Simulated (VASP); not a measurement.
Input of a VASP 6.6.1 run:

INCAR

```
SYSTEM = TiSe2
ALGO = Normal
EDIFF = 1E-7
EDIFFG = -0.005
ENCUT = 600
GGA = PE
IBRION = 2
ISIF = 3
ISMEAR = 0
LASPH = .True.
LATTICE_CONSTRAINTS = .TRUE. .TRUE. .FALSE.
LCHARG = .False.
LREAL = .False.
LWAVE = .False.
NELM = 80
NSW = 90
PREC = Accurate
SIGMA = 0.03
```

Contents of KPOINTS:

```
k-points
0
Gamma
  12 12 1
  0 0 0
```

File POSCAR:

```
TiSe2                                   
1.0
    3.5460546755      0.0000000000      0.0000000000
   -1.7730273378      3.0709734345      0.0000000000
    0.0000000000      0.0000000000     21.0644416000
  Se              Ti            
     2     1
Direct
     0.6666666699999979    0.3333333300000021    0.4266417914403495
     0.3333333300000021    0.6666666699999979    0.5733582085596505
     0.0000000000000000    0.0000000000000000    0.5000000000000000
```

Potentials or basis: VASP PAW PBE potentials, release 64 (Se, Ti_sv).

Command:

```console
$ cat potpaw_PBE.64/Se/POTCAR potpaw_PBE.64/Ti_sv/POTCAR > POTCAR
$ mpirun -np 1 vasp_std > vasp.out
```

(1) Predict the band gap on the k mesh.

## Answers

(1) none (metal or under the smearing width).

Caveat: the relaxation stopped at its first step, so nothing moved.
